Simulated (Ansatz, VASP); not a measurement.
## One calculation of Al, two programs

```
Al
1.0
     0.00000    2.01946    2.01946
     2.01946    0.00000    2.01946
     2.01946    2.01946    0.00000
Al
1
Direct
  0.00000 0.00000 0.00000
```

Alike in both runs: task single point; functional PBEsol; dispersion D3(BJ); k mesh 2 × 2 × 2; no spin polarisation.

|  | VASP | Ansatz |
| --- | --- | --- |
| version | VASP 6.6.1 | Ansatz 0.2.0 |
| potentials or method | VASP PAW PBE potentials, release 64 (Al) | scalar-relativistic, plane waves, PAW |
| plane-wave cutoff (eV) | 520 | 420 |
| occupations | fermi-dirac, width 0.0861733 eV | fermi-dirac |
| valence electrons in the cell | 3 | 3 |

Ansatz gave:

```
gap on the k mesh at the Fermi level (eV) : none
pressure (GPa)                            : -9.8
```

**Question.** What did VASP give for the same quantities?

**Answer.** gap on the k mesh at the Fermi level (eV): none; pressure (GPa): -9.7.

A gap of «none» marks a metal or a gap that the smearing closes.

Caveats: the k mesh is coarse (spacing up to 1.35 Å⁻¹), so the values aren't converged; the PAW data sets were made with another functional, which shifts forces and pressure a little (VASP); pairwise dispersion overbinds metals, which lowers pressure and volume.
